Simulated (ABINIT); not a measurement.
# Si (P6_3/mmc) in ABINIT: further runs

Aim: see how the results for Si move with the level of theory and the settings. Levels: PBE, PBEsol. Tasks: relaxation of cell and atoms, single point.

All numbers are computed with ABINIT 10.8.3 (patched build); they aren't measurements. Logs are shortened: lines on timing, memory, paths and dates and some standing lists are left out, and cuts for length are marked. The log counts tension as positive stress, the text compression.

**1. The crystal as given**

Symmetry: P6_3/mmc, No. 194, hexagonal system. Conventional cell: a = 3.831 Å, b = 3.831 Å, c = 6.333 Å, α = 90.00°, β = 90.00°, γ = 120.00°. Around Si (site symmetry 3m) lie 4 Si at 2.35 to 2.37 Å.

This isn't the form of Si at room conditions, which is diamond.

**2. Relaxation of cell and atoms, PBE**

The input, run.abi:

```
pp_dirpath "./"
pseudos "Si_ONCV_PBE-1.2.upf"

acell 3*1.0
rprim
     7.2401406968     0.0000000000     0.0000000000
    -3.6200703485     6.2701457705     0.0000000000
     0.0000000000     0.0000000000    11.9669212312
ntypat 1
znucl 14
natom 4
typat 1 1 1 1
chkprim 0
chksymtnons 0
tolsym 1.0e-6
xred
            2/3            1/3   0.9369905000
            1/3            2/3   0.4369905000
            2/3            1/3   0.5630095000
            1/3            2/3   0.0630095000

ecut 24.0
ecutsm 0.5

kptopt 1
ngkpt 6 6 3
nshiftk 1
shiftk 0.0 0.0 0.0

ixc 11

nband 12
occopt 3
tsmear 0.00183747

nstep 80
tolvrs 1.0e-12

iomode 3
prteig 0
prtebands 0
prtwf 0
prtden 0

ionmov 22
optcell 2
ntime 50
tolmxf 2.0e-5
dilatmx 1.08
```

Potentials or basis: SG15 NC PBE v1.2.

On the command line:

```
abinit run.abi > log 2>&1
```

run.abo:

```text
.Version 10.8.3 of ABINIT
 Symmetries : space group P6_3/m m c (#194); Bravais hP (primitive hexag.)
================================================================================
 Values of the parameters that define the memory need of the present run
     intxc =       0    ionmov =      22      iscf =       7    lmnmax =       4
     lnmax =       4     mgfft =      60  mpssoang =       2    mqgrid =    3001
     natom =       4  nloc_mem =       1    nspden =       1   nspinor =       1
    nsppol =       1      nsym =      24    n1xccc =       0    ntypat =       1
    occopt =       3   xclevel =       2
       mpw =        3865          nfft =       77760          nkpt =          14
================================================================================
================================================================================

--------------------------------------------------------------------------------
------------- Echo of variables that govern the present computation ------------
--------------------------------------------------------------------------------
 -outvars: echo values of preprocessed input variables --------
            acell      1.0000000000E+00  1.0000000000E+00  1.0000000000E+00 Bohr
              amu      2.80855000E+01
          chkprim           0
      chksymtnons           0
          dilatmx      1.08000000E+00
             ecut      2.40000000E+01 Hartree
           ecutsm      5.00000000E-01 Hartree
           ionmov          22
              ixc          11
         kptrlatt        6    0    0      0    6    0      0    0    3
          kptrlen      3.59007637E+01
            natom           4
            nband          12
            ngfft          36      36      60
             nkpt          14
            nstep          80
             nsym          24
            ntime          50
           ntypat           1
           occopt           3
          optcell           2
           prtden           0
        prtebands           0
           prteig           0
            prtwf           0
            rprim      7.2401406968E+00  0.0000000000E+00  0.0000000000E+00
                      -3.6200703485E+00  6.2701457705E+00  0.0000000000E+00
                       0.0000000000E+00  0.0000000000E+00  1.1966921231E+01
          spgroup         194
           tolmxf      2.00000000E-05
           tolsym      1.00000000E-06
           tolvrs      1.00000000E-12
           tsmear      1.83747000E-03 Hartree
            typat      1  1  1  1
           xangst      1.9156587289E+00  1.1060060828E+00  5.9336066503E+00
                      -3.5278632849E-11  2.2120121657E+00  2.7672956523E+00
                       1.9156587289E+00  1.1060060828E+00  3.5653263436E+00
                      -3.5278632849E-11  2.2120121657E+00  3.9901534565E-01
            xcart      3.6200703484E+00  2.0900485902E+00  1.1212891508E+01
                      -6.6666954182E-11  4.1800971803E+00  5.2294308923E+00
                       3.6200703484E+00  2.0900485902E+00  6.7374903389E+00
                      -6.6666954182E-11  4.1800971803E+00  7.5402972332E-01
             xred      6.6666666667E-01  3.3333333333E-01  9.3699050000E-01
                       3.3333333333E-01  6.6666666667E-01  4.3699050000E-01
                       6.6666666667E-01  3.3333333333E-01  5.6300950000E-01
                       3.3333333333E-01  6.6666666667E-01  6.3009500000E-02
            znucl       14.00000

================================================================================

 chkinp: Checking input parameters for consistency.

================================================================================
== DATASET  1 ==================================================================

--- !DatasetInfo
iteration_state: {dtset: 1, }
dimensions: {natom: 4, nkpt: 14, mband: 12, nsppol: 1, nspinor: 1, nspden: 1, mpw: 3865, }
cutoff_energies: {ecut:  24.0, pawecutdg:  -1.0, }
electrons: {nelect:   1.60000000E+01, charge:   0.00000000E+00, occopt:   3.00000000E+00, tsmear:   1.83747000E-03, }
meta: {optdriver: 0, ionmov: 22, optcell: 2, iscf: 7, paral_kgb: 0, }
...

 Exchange-correlation functional for the present dataset will be:
  GGA: Perdew-Burke-Ernzerhof functional - ixc=11
  J.P.Perdew, K.Burke, M.Ernzerhof, PRL 77, 3865 (1996)

 Real(R)+Recip(G) space primitive vectors, cartesian coordinates (Bohr,Bohr^-1):
 R(1)=  7.2401407  0.0000000  0.0000000  G(1)=  0.1381189  0.0797430  0.0000000
 R(2)= -3.6200703  6.2701458  0.0000000  G(2)=  0.0000000  0.1594859  0.0000000
 R(3)=  0.0000000  0.0000000 11.9669212  G(3)=  0.0000000  0.0000000  0.0835637
 Unit cell volume ucvol=  5.4325918E+02 bohr^3
 Angles (23,13,12)=  9.00000000E+01  9.00000000E+01  1.20000000E+02 degrees

 getcut: wavevector=  0.0000  0.0000  0.0000  ngfft=  36  36  60
         ecut(hartree)=     27.994   => boxcut(ratio)=   2.08767

[... 73 lines left out ...]
           Relative     =-3.60831E-09

 At Broyd/MD step   9, gradients are converged :
  max grad (force/stress) = 8.7738E-06 < tolmxf= 2.0000E-05 ha/bohr (free atoms)

================================================================================

 ----iterations are completed or convergence reached----

 Mean square residual over all n,k,spin=   35.904E-16; max=  48.304E-14
 reduced coordinates (array xred) for    4 atoms
       0.666666666667      0.333333333333      0.937161393691
       0.333333333333      0.666666666667      0.437161393691
       0.666666666667      0.333333333333      0.562838606309
       0.333333333333      0.666666666667      0.062838606309
 rms dE/dt=  2.1111E-05; max dE/dt=  3.6566E-05; dE/dt below (all hartree)
    1      -0.000000000000     -0.000000000000      0.000036565512
    2      -0.000000000000      0.000000000000      0.000036565512
    3      -0.000000000000      0.000000000000     -0.000036565512
    4       0.000000000000      0.000000000000     -0.000036565512

 cartesian coordinates (angstrom) at end:
    1      1.92954349307173     1.11402245516566     5.97127129807781
    2     -0.00000000003553     2.22804491033132     2.78544261463104
    3      1.92954349307173     1.11402245516566     3.58621475226252
    4     -0.00000000003553     2.22804491033132     0.40038606881574

 cartesian forces (hartree/bohr) at end:
    1      0.00000000000000     0.00000000000000    -0.00000303682930
    2      0.00000000000000    -0.00000000000000    -0.00000303682930
    3      0.00000000000000    -0.00000000000000     0.00000303682930
    4     -0.00000000000000    -0.00000000000000     0.00000303682930
 frms,max,avg= 1.7533142E-06 3.0368293E-06   0.000E+00  0.000E+00  0.000E+00 h/b

 cartesian forces (eV/Angstrom) at end:
    1      0.00000000000000     0.00000000000000    -0.00015616004146
    2      0.00000000000000    -0.00000000000000    -0.00015616004146
    3      0.00000000000000    -0.00000000000000     0.00015616004146
    4     -0.00000000000000    -0.00000000000000     0.00015616004146
 frms,max,avg= 9.0159042E-05 1.5616004E-04   0.000E+00  0.000E+00  0.000E+00 e/A
 length scales=  7.292617499933  7.292617500069 12.040687391552 bohr
              =  3.859086986179  3.859086986251  6.371657366894 angstroms
 Fermi (or HOMO) energy (hartree) =   0.26777   Average Vxc (hartree)=  -0.32650
 Eigenvalues (hartree) for nkpt=  14  k points:
 kpt#   1, nband= 12, wtk=  0.00926, kpt=  0.0000  0.0000  0.0000 (reduced coord)
  -0.18232   -0.10019   -0.00071    0.20552    0.20552    0.24827    0.26007    0.26007
   0.29484    0.33389    0.33389    0.34502
      occupation numbers for kpt#   1
   2.00000    2.00000    2.00000    2.00000    2.00000    1.99995    1.97018    1.97018
   0.00000    0.00000    0.00000    0.00000
 prteigrs : prtvol=0 or 1, do not print more k-points.

--- !EnergyTerms
iteration_state     : {dtset: 1, itime: 9, icycle: 1, }
comment             : Components of total free energy in Hartree
kinetic             :  6.11255119737558E+00
hartree             :  1.14863243649858E+00
xc                  : -4.79015171891688E+00
Ewald energy        : -1.66302059251349E+01
psp_core            : -5.14560063030482E-01
local_psp           : -4.75082554007884E+00
non_local_psp       :  3.66099849311051E+00
internal            : -1.57635611201765E+01
'-kT*entropy'       : -1.11785286026432E-05
total_energy        : -1.57635722987051E+01
total_energy_eV     : -4.28948654436510E+02
band_energy         :  1.08918560048015E+00
...

 rms coord change=  9.8666E-05   atom, delta coord (reduced):
     1        0.000000000000      0.000000000000      0.000170893691
     2        0.000000000000      0.000000000000      0.000170893691
     3        0.000000000000      0.000000000000     -0.000170893691
     4        0.000000000000      0.000000000000     -0.000170893691

 Cartesian components of stress tensor (hartree/bohr^3)
  sigma(1 1)=  2.22372549E-08  sigma(3 2)=  0.00000000E+00
  sigma(2 2)=  2.22372838E-08  sigma(3 1)=  0.00000000E+00
  sigma(3 3)=  8.77383024E-08  sigma(2 1)= -1.47977508E-14

-Cartesian components of stress tensor (GPa)         [Pressure= -1.2966E-03 GPa]
- sigma(1 1)=  6.54242628E-04  sigma(3 2)=  0.00000000E+00
- sigma(2 2)=  6.54243478E-04  sigma(3 1)=  0.00000000E+00
- sigma(3 3)=  2.58134998E-03  sigma(2 1)= -4.35364859E-10

== END DATASET(S) ==============================================================
================================================================================

 -outvars: echo values of variables after computation  --------
            acell      7.2926174999E+00  7.2926175001E+00  1.2040687392E+01 Bohr
           etotal     -1.5763572299E+01
            fcart      7.3845782346E-29  1.9185697042E-28 -3.0368293034E-06
                       5.5384336759E-29 -1.1724592637E-28 -3.0368293034E-06
                       5.5384336759E-29 -3.1976161735E-29  3.0368293034E-06
                      -1.8461445586E-28 -4.2634882318E-29  3.0368293034E-06
            rprim      1.0000000000E+00  0.0000000000E+00  0.0000000000E+00
                      -5.0000000000E-01  8.6602540378E-01  0.0000000000E+00
                       0.0000000000E+00  0.0000000000E+00  1.0000000000E+00
           strten      2.2237254936E-08  2.2237283832E-08  8.7738302387E-08
                       0.0000000000E+00  0.0000000000E+00 -1.4797750776E-14
           xangst      1.9295434931E+00  1.1140224552E+00  5.9712712981E+00
                      -3.5534628755E-11  2.2280449103E+00  2.7854426146E+00
                       1.9295434931E+00  1.1140224552E+00  3.5862147523E+00
                      -3.5534628755E-11  2.2280449103E+00  4.0038606882E-01
             xred      6.6666666667E-01  3.3333333333E-01  9.3716139369E-01
                       3.3333333333E-01  6.6666666667E-01  4.3716139369E-01
                       6.6666666667E-01  3.3333333333E-01  5.6283860631E-01
                       3.3333333333E-01  6.6666666667E-01  6.2838606309E-02
 Calculation completed.
```

Wall time 99 s (1 thread of Arm Neoverse V2, shared host); peak memory 0.09 GiB.

What came out:

```yaml
Free_energy: -428.9487 eV
Relaxed_volume: 20.54 Å³/atom
Relaxed_cell: a = 3.859 Å, b = 3.859 Å, c = 6.372 Å, α = 90.00°, β = 90.00°, γ = 120.00°
Space_group_after_relaxing_to_0.05_Å: P6_3/mmc (No. 194)
Energy_gained_by_relaxing: 2.4 meV/atom
Ionic_steps: 9
Pressure_after_relaxing: 0.0 GPa
Band_gap_on_the_k_mesh: 0.44 eV, indirect (least direct gap 0.95 eV)
```

The path:
| step | energy change (eV) | largest force (eV/Å) | pressure (GPa) | volume (Å³) |
| --- | --- | --- | --- | --- |
| 1 | 0.0000 | 0.0094 | 1.88 | 80.50 |
| 2 | -0.0046 | 0.0099 | 1.34 | 80.97 |
| 3 | -0.0093 | 0.0677 | 0.04 | 82.14 |
| 4 | -0.0052 | 0.2297 | -0.37 | 82.52 |
| 5 | -0.0094 | 0.0512 | 0.07 | 82.12 |
| 6 | -0.0095 | 0.0419 | 0.06 | 82.13 |
| 7 | -0.0096 | 0.0005 | 0.00 | 82.18 |
| 8 | -0.0096 | 0.0003 | 0.00 | 82.18 |
| 9 | -0.0096 | 0.0002 | 0.00 | 82.18 |

Final structure:
```
Si
1.0
     3.85909    0.00000    0.00000
    -1.92954    3.34207    0.00000
     0.00000    0.00000    6.37166
Si
4
Direct
  0.66667 0.33333 0.93716
  0.33333 0.66667 0.43716
  0.66667 0.33333 0.56284
  0.33333 0.66667 0.06284
```

Caveat: an odd mesh through Γ misses points on the zone boundary, where band edges often lie.

**3. Single point, PBE (cell relaxed)**

The input, run.abi:

```
# Pseudopotentials
pp_dirpath "./"
pseudos "Si_ONCV_PBE-1.2.upf"

# Structure
acell 3*1.0 Angstrom
rprim
     3.8590869900     0.0000000000     0.0000000000
    -1.9295434900     3.3420673700     0.0000000000
     0.0000000000     0.0000000000     6.3716573700
ntypat 1
znucl 14
natom 4
typat 1 1 1 1
xcart
     1.9295435160     1.1140224455     5.9712712775
    -0.0000000160     2.2280449245     2.7854425925
     1.9295435160     1.1140224455     3.5862147775
    -0.0000000160     2.2280449245     0.4003860925 Angstrom
chkprim 0
chksymtnons 0
tolsym 1.0e-6

# Plane-wave basis
ecut 24.0

# k points
kptopt 1
ngkpt 6 6 3
nshiftk 1
shiftk 0.0 0.0 0.0

# Exchange and correlation
ixc 11

# Bands and occupations
nband 12
occopt 3
tsmear 0.05 eV

# SCF cycle
nstep 100
tolvrs 1.0e-10

# Output
iomode 3
prtwf 0
prteig 0
prtebands 0
prtden 1
prtvha 1
prtvclmb 1
prtpot 1
prtelf 1
```

Potentials or basis: SG15 NC PBE v1.2.

On the command line:

```
abinit run.abi > log 2>&1
```

Run time: 11 s. Hardware: 1 thread of Arm Neoverse V2, shared host; peak memory 0.07 GiB.

Results (log left out):

| Property | Result |
| --- | --- |
| Free energy | -428.9489 eV |
| Pressure | 0.0 GPa |
| Band gap on the k mesh | 0.44 eV, indirect (least direct gap 0.95 eV) |
| Valence electrons inside the program's atomic spheres | Si 1.76 (radii [1.0584] Å) |

Levels at points of the mesh, in eV from the valence-band top:
| k point | band 4 | band 5 | band 6 | band 7 | band 8 | band 9 | band 10 | band 11 | band 12 |
| --- | --- | --- | --- | --- | --- | --- | --- | --- | --- |
| (0.00, 0.00, 0.00) | -1.48 | -1.48 | -0.32 | 0.00 | 0.00 | 0.95 | 2.01 | 2.01 | 2.31 |
| (0.50, 0.00, 0.00) | -5.91 | -4.55 | -2.98 | -2.90 | -1.40 | 0.44 | 2.30 | 3.01 | 3.12 |

Caveat: an odd mesh through Γ misses points on the zone boundary, where band edges often lie.

**4. Single point, PBEsol**

The input, run.abi:

```
# Pseudopotentials
pp_dirpath "./"
pseudos "Si.upf"

# Structure
acell 3*1.0
rprim
     7.2401406968     0.0000000000     0.0000000000
    -3.6200703485     6.2701457705     0.0000000000
     0.0000000000     0.0000000000    11.9669212312
ntypat 1
znucl 14
natom 4
typat 1 1 1 1
xred
     0.6666666667     0.3333333333     0.9369905000
     0.3333333333     0.6666666667     0.4369905000
     0.6666666667     0.3333333333     0.5630095000
     0.3333333333     0.6666666667     0.0630095000

# Plane-wave basis
ecut 18.0

# k points
kptopt 1
ngkpt 6 6 3
nshiftk 1
shiftk 0.0 0.0 0.0

# Exchange and correlation
ixc -116133

# Bands and occupations
nband 12
occopt 3
tsmear 0.05 eV

# SCF cycle
nstep 100
tolvrs 1.0e-10

# Output
iomode 3
prtwf 0
prtden 0
prteig 0
prtebands 0
```

Potentials or basis: PseudoDojo NC SR PBEsol v0.4.1 standard.

On the command line:

```
abinit run.abi > log 2>&1
```

Run time: 7.1 s. Hardware: 1 thread of Arm Neoverse V2, shared host; peak memory 0.08 GiB.

Results (log left out):

| Property | Result |
| --- | --- |
| Free energy | -460.5029 eV |
| Pressure | -0.5 GPa |
| Largest force | 0.012 eV/Å |
| Band gap on the k mesh | 0.30 eV, indirect (least direct gap 0.94 eV) |
| Valence electrons inside the program's atomic spheres | Si 1.78 (radii [1.0584] Å) |

Forces in eV/Å, atoms in the order of the input:
```
Si   0.000  0.000  0.012
Si   0.000  0.000  0.012
Si   0.000  0.000 -0.012
Si   0.000  0.000 -0.012
```

Stress tensor (GPa, compression positive):
```
-0.47  0.00  0.00
 0.00 -0.47  0.00
 0.00  0.00 -0.57
```

Levels at points of the mesh, in eV from the valence-band top:
| k point | band 4 | band 5 | band 6 | band 7 | band 8 | band 9 | band 10 | band 11 | band 12 |
| --- | --- | --- | --- | --- | --- | --- | --- | --- | --- |
| (0.00, 0.00, 0.00) | -1.53 | -1.53 | -0.36 | 0.00 | 0.00 | 0.94 | 1.94 | 1.94 | 2.28 |
| (0.50, 0.00, 0.00) | -6.00 | -4.72 | -3.08 | -3.04 | -1.45 | 0.30 | 2.26 | 2.89 | 3.05 |

Caveat: an odd mesh through Γ misses points on the zone boundary, where band edges often lie.

**5. Single point, PBE**

Changes to run.abi since step 4:

```diff
@@ -5,7 +5,7 @@
 # Structure
-acell 3*1.0
+acell 3.8313174605 3.8313174606 6.3326220002 Angstrom
 rprim
-     7.2401406968     0.0000000000     0.0000000000
-    -3.6200703485     6.2701457705     0.0000000000
-     0.0000000000     0.0000000000    11.9669212312
+     1.0000000000     0.0000000000     0.0000000000
+    -0.5000000000     0.8660254038     0.0000000000
+     0.0000000000     0.0000000000     1.0000000000
 ntypat 1
@@ -21,3 +21,3 @@
 # Plane-wave basis
-ecut 18.0
+ecut 14.0
 
@@ -30,3 +30,3 @@
 # Exchange and correlation
-ixc -116133
+ixc 11
 
@@ -47 +47,2 @@
 prtebands 0
+enunit 1
```

Potentials or basis: PseudoDojo NC SR PBE v0.4.1 standard.

On the command line:

```
abinit run.abi > log 2>&1
```

Run time: 5.1 s. Hardware: 1 thread of Arm Neoverse V2, shared host; peak memory 0.08 GiB.

It converged, with:

| Item | Value |
| --- | --- |
| Free energy | -460.4624 eV |
| Pressure | 1.4 GPa |
| Largest force | 0.010 eV/Å |
| Band gap on the k mesh | 0.42 eV, indirect (least direct gap 1.02 eV) |
| Valence electrons inside the program's atomic spheres | Si 1.78, 1.77 (radii [1.0584] Å) |

Forces on the atoms (eV/Å):
```
Si   0.000  0.000  0.010
Si   0.000  0.000  0.010
Si   0.000  0.000 -0.010
Si   0.000  0.000 -0.010
```

Stress tensor (GPa, compression positive):
```
1.42 0.00 0.00
0.00 1.42 0.00
0.00 0.00 1.32
```

Levels at points of the mesh, in eV from the valence-band top:
```
           k point  band 4  band 5  band 6  band 7  band 8  band 9  band 10  band 11  band 12
(0.00, 0.00, 0.00)   -1.52   -1.52   -0.35    0.00    0.00    1.02     1.99     1.99     2.33
(0.50, 0.00, 0.00)   -5.98   -4.67   -3.06   -2.99   -1.44    0.42     2.34     3.00     3.11
```

Caveat: an odd mesh through Γ misses points on the zone boundary, where band edges often lie. Expect the measured gap to be larger: semilocal functionals such as PBE lack the derivative discontinuity.

**6. Summary**

```csv
task,level,potentials or basis,cell,cutoff (eV),cell freedom (optcell),optimiser (ionmov),cutoff smearing ecutsm (Ha),force stop (Ha/bohr),gap on the mesh (eV),pressure (GPa),largest force (eV/Å)
relaxation of cell and atoms,PBE,SG15 NC PBE v1.2,relaxed,653,2,22,0.5,2e-05,0.44,0.0,-
single point,PBE,SG15 NC PBE v1.2,cell relaxed,653,-,-,-,-,0.44,0.0,-
single point,PBEsol,PseudoDojo NC SR PBEsol v0.4.1 standard,as given,490,-,-,-,-,0.30,-0.5,0.01
single point,PBE,PseudoDojo NC SR PBE v0.4.1 standard,as given,381,-,-,-,-,0.42,1.4,0.01
```

Alike in all rows: no spin polarisation; k mesh 6 × 6 × 3; smearing fermi-dirac 0.05 eV.

Caveats: an odd mesh through Γ misses points on the zone boundary, where band edges often lie.

Absolute energies hang on the potentials; compare differences alone.
